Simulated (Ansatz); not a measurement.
A run of Ansatz 0.2.0:

File input.yaml:

```yaml
crystal:
  lattice:
    - [1.6022198417, 0.9250420569, 2.5664708903]
    - [-1.6022198417, 0.9250420569, 2.5664708903]
    - [0.0, -1.8500841138, 2.5664708903]
  atoms:
    - { symbol: Co, position: [0.99897832, 0.99897832, 0.99897832], spin: 3.5 }
    - { symbol: O, position: [0.75102103, 0.75102103, 0.75102103] }
hamiltonian:
  xc: pbe
  pseudopotentials: { kind: paw }
magnetization:
  spin_polarized: true
kpoints:
  mp_grid: { grid: [10, 10, 10] }
scf:
  occupations: { method: fermi_dirac, width: 0.05 }
output:
  forces: true
  stress: true
  eigenvalues: true
```

Potentials or basis: Ansatz PAW.

Command:

```bash
$ ansatz run input.yaml --threads 2 --pin off --max-ram 5120MiB --backend cpu --events-out ev --progress --plain --runs-dir out
```

Hardware: 2 threads of Arm Neoverse V2, on a shared host.

Question: How long does it take, and how much memory?

Answer: Run time: 7.1 s on 2 threads of Arm Neoverse V2, on a shared host, peak memory 0.37 GiB. Counts: scf iterations 12, plane waves 447, k points 116, bands 18.
